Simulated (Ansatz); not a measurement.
The system is SnSe.

```
Sn Se
1.0
    11.42000    0.00000    0.00000
     0.00000    4.19000    0.00000
     0.00000    0.00000    4.46000
Sn Se
4 4
Direct
  0.87700 0.75000 0.90900
  0.62300 0.25000 0.40900
  0.37700 0.75000 0.59100
  0.12300 0.25000 0.09100
  0.64300 0.75000 0.98400
  0.85700 0.25000 0.48400
  0.14300 0.75000 0.51600
  0.35700 0.25000 0.01600
```

```yaml
Program: Ansatz 0.2.0
Task: relaxation of cell and atoms
Functional: r2SCAN
Potentials_or_basis: Ansatz PAW
Cutoff: "500 eV (not typed: the program's choice for these potentials)"
k_mesh: 3 × 6 × 6
Occupations: fermi-dirac, width 0.05 eV
Spin: no spin polarisation
```

At the start: volume 26.68 Å³/atom.

Q: Where does the relaxation end?

A: It ends after 8 steps and the volume is 28.30 Å³/atom (+6.1 %); space group Pnma (No. 62, to 0.05 Å).

Step by step:
```csv
step,energy change (eV),largest force (eV/Å),volume (Å³)
1,0.0000,0.2031,213.41
2,-0.0811,0.0723,228.87
3,-0.0988,0.0391,226.35
4,-0.1062,0.0881,222.45
5,-0.1129,0.0365,225.71
6,-0.1162,0.0407,226.10
7,-0.1174,0.0025,226.38
8,-0.1182,0.0024,226.38
```

Final structure:
```
CELL_PARAMETERS angstrom
11.68175 0.00000 0.00000
0.00000 4.12507 0.00000
0.00000 0.00000 4.69780
ATOMIC_POSITIONS crystal
Sn 0.87984 0.75000 0.87564
Sn 0.62016 0.25000 0.37564
Sn 0.37984 0.75000 0.62436
Sn 0.12016 0.25000 0.12436
Se 0.64796 0.75000 0.98848
Se 0.85204 0.25000 0.48848
Se 0.14796 0.75000 0.51152
Se 0.35204 0.25000 0.01152
```

Caveat: the plane-wave basis is chosen anew once the cell has moved, so the energies of steps on either side of that aren't comparable; the PAW data sets come from PBE, with cores solved anew for the run's functional, which leaves a small shift of forces and pressure.
